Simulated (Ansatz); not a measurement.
## Mg under changes of volume

One of the cells (22.554 Å³/atom); the others are scaled copies at fixed shape and fractional positions:

```
Mg
1.0
     1.59269    0.91954    7.69988
    -1.59269    0.91954    7.69988
     0.00000   -1.83908    7.69988
Mg
3
Direct
  0.77806 0.77806 0.77806
  0.22194 0.22194 0.22194
  0.00000 0.00000 0.00000
```

This isn't the form of Mg at room conditions, which is hcp.

- Program: Ansatz 0.2.0
- Functional: PBE
- Potentials or basis: Ansatz PAW
- Cutoff: 420 eV (not typed: the program's choice for these potentials)
- k mesh: 10 × 10 × 10
- Occupations: fermi-dirac, width 0.05 eV
- Spin: no spin polarisation

| volume (Å³/atom) | energy over the lowest point (meV/atom) | pressure (GPa) | largest force (eV/Å) |
| --- | --- | --- | --- |
| 21.200 | 18.49 | 3.5 | 0.022 |
| 21.652 | 10.12 | 2.5 | 0.021 |
| 22.103 | ? | ? | ? |
| 22.554 | 1.11 | 0.8 | 0.018 |
| 23.005 | 0.00 | 0.0 | 0.017 |
| 23.456 | 0.87 | -0.6 | 0.016 |
| 23.907 | 3.54 | -1.2 | 0.015 |

What does the run at 22.103 Å³/atom give?

Energy over the lowest point 4.41 meV/atom; pressure 1.6 GPa; largest force 0.019 eV/Å.

Worked out: A Birch-Murnaghan fit of order 3 (a polynomial in V^(-2/3)) to the other rows has its minimum at 23.03 Å³/atom with B0 = V·E''(V) = 36 GPa and B' = 3.9 at fixed shape and positions, which overstates the stiffness. It gives 4.41 meV/atom at 22.103 Å³/atom, against the run's 4.41, and -dE/dV = 1.6 GPa, against 1.6.

Energies are extrapolated to zero smearing.
